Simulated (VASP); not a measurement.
Here is a VASP 6.6.1 calculation.

INCAR

```
PREC     = Accurate       # precision mode
ENCUT    = 520            # plane-wave cutoff, eV
EDIFF    = 1E-6           # SCF threshold, eV
ISMEAR   = 0              # smearing method
SIGMA    = 0.1            # smearing width, eV
LREAL    = False          # projectors in reciprocal space
LASPH    = True           # aspherical terms in the spheres
NELM     = 100            # most SCF steps
ALGO     = Fast           # electronic algorithm
ISIF     = 2              # what is computed and relaxed
LWAVE    = False          # write WAVECAR
LCHARG   = False          # write CHGCAR
GGA      = PE             # functional
NBANDS   = 20             # bands
```

Contents of KPOINTS:

```
Automatic mesh
0
Gamma
  3 3 3
```

POSCAR

```
Li
1.0
   -3.4453500000      3.4453500000      3.4453500000
    3.4453500000     -3.4453500000      3.4453500000
    3.4453500000      3.4453500000     -3.4453500000
Li
7
Direct
   -0.0040582234      0.0005961658      0.3909100672
   -0.0035156080      0.4857647264     -0.0113541440
    0.0003909617      0.5401771954      0.4997955215
    0.4901533952      0.0007295340     -0.0065182057
    0.5304006850     -0.0002709449      0.4956606731
    0.4610673807      0.4610055582     -0.0392917991
    0.5103738372      0.5140538697      0.5033691787
```

Potentials or basis: VASP PAW PBE potentials, release 64 (Li_sv).

Run with:

```console
$ cat potpaw_PBE.64/Li_sv/POTCAR > POTCAR
$ mpirun -np 1 vasp_std > vasp.out
```

Question: What does it give for the largest force?

Answer: 0.073 eV/Å.

Question: Predict the band gap on the k mesh.

Answer: None (metal or under the smearing width).

Forces on the atoms (eV/Å):
```
Li  -0.044 -0.039  0.043
Li  -0.002  0.032 -0.029
Li  -0.004 -0.005  0.001
Li   0.025 -0.010 -0.027
Li  -0.003 -0.005  0.004
Li  -0.001 -0.006  0.006
Li   0.028  0.033  0.004
```

Caveat: the k mesh is coarse (spacing up to 0.43 Å⁻¹), so the values aren't converged.
